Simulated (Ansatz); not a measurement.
**Be: what symmetry allows forces and stress to be**

```
Be
1.0
     3.74681    0.00000    0.00000
     0.00000    3.74681    0.00000
     0.00000    0.00000    2.28128
Be
4
Direct
  0.29741 0.32143 0.00000
  0.70259 0.70259 0.00000
  0.20259 0.79741 0.50000
  0.79741 0.20259 0.50000
```

Theory: DFT PBE, scalar-relativistic, plane waves, PAW (Ansatz 0.2.0).

Plane waves to 420 eV, a k mesh through Γ of 10×10×16 on the computed 4-atom cell and Gaussian smearing (0.10 eV); no spin polarisation.

This distorted cell has space group Pm, with 2 operations.

Question: Without a calculation: in which directions can each atom feel a force?

Answer: A force must be left unchanged by every operation that keeps its atom in place, so it lies in the space that those operations leave fixed. Atoms that the group maps onto each other feel forces of one size.
```tsv
atom	site symmetry	operations at the site	equivalent to atom	allowed force (Cartesian)
Be1	m	2	1	in the plane normal to (0.00, 0.00, 1.00)
Be2	m	2	2	in the plane normal to (0.00, 0.00, 1.00)
Be3	m	2	3	in the plane normal to (0.00, 0.00, 1.00)
Be4	m	2	4	in the plane normal to (0.00, 0.00, 1.00)
```

That leaves 8 independent force components of 12, tied by 2 conditions that the forces sum to zero, so 6 remain. A relaxation in this cell that keeps the symmetry moves the atoms in these directions alone.

Question: And the stress tensor?

Answer: It must be invariant under the point group, which leaves 4 independent components: yz, xz vanish.

Question: Do the computed values obey this?

Answer: Yes. Forces (eV/Å):
```
Be1 -0.149 -0.682  0.000
Be2  0.167  0.136  0.000
Be3  0.034  0.495  0.000
Be4 -0.053  0.051  0.000
```

Stress (GPa, compression positive, xx yy zz yz xz xy): -0.40 2.97 -1.23 0.00 0.00 -0.21. The program imposes the same operations on density, forces and stress, so this confirms the analysis and is no independent test of the calculation.

This form isn't the element's structure at ambient conditions.